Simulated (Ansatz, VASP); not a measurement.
One calculation of Ir, two programs

INCAR

```
SYSTEM = Ir
PREC = Accurate
ENCUT = 520
EDIFF = 1E-6
ISMEAR = -1
SIGMA = 0.05
LREAL = .FALSE.
LASPH = .TRUE.
NELM = 100
ALGO = Fast
ISIF = 2
LWAVE = .FALSE.
LCHARG = .FALSE.
GGA = CA
NBANDS = 10
```

KPOINTS

```
Automatic mesh
0
G
  12 12 12
  0 0 0
```

POSCAR

```
Ir
1.0
    0.0000000000      1.8897103398      1.8897103398
    1.8897103398      0.0000000000      1.8897103398
    1.8897103398      1.8897103398      0.0000000000
Ir
1
Direct
    0.0000000000      0.0000000000      0.0000000000
```

File input.yaml:

```yaml
crystal:
  lattice:
    - [0.0, 1.8897103398, 1.8897103398]
    - [1.8897103398, 0.0, 1.8897103398]
    - [1.8897103398, 1.8897103398, 0.0]
  atoms:
    - { symbol: Ir, position: [0.0, 0.0, 0.0] }
kpoints:
  mp_grid: { grid: [12, 12, 12] }
scf:
  occupations: { method: fermi_dirac, width: 0.05 }
hamiltonian:
  xc: lda
  pseudopotentials: { kind: all_electron, lapw: { basis_error: 0.001 } }
output:
  forces: true
  stress: true
  eigenvalues: true
```

Change from the starting cell: volume scaled by 0.96.

Alike in both runs: task single point; functional LDA; k mesh 12 × 12 × 12; occupations fermi-dirac, width 0.05 eV; no spin polarisation.

|  | VASP | Ansatz |
| --- | --- | --- |
| version | VASP 6.6.1 | Ansatz 0.2.0 |
| potentials or method | VASP PAW LDA potentials, release 64 (Ir) | all-electron LAPW, scalar-relativistic |
| plane-wave cutoff (eV) | 520 | see its input |

VASP gave:

```
gap on the k mesh at the Fermi level (eV) : none
pressure (GPa)                            : 13.2
```

Q: Which values does Ansatz return?

A: gap on the k mesh at the Fermi level (eV): none; pressure (GPa): 10.3.

A gap of «none» marks a metal or a gap that the smearing closes. Ansatz ran all-electron here, so the differences hold the error of VASP's frozen core and of both bases.

Spin-orbit coupling is left out, which matters for the levels of Ir.
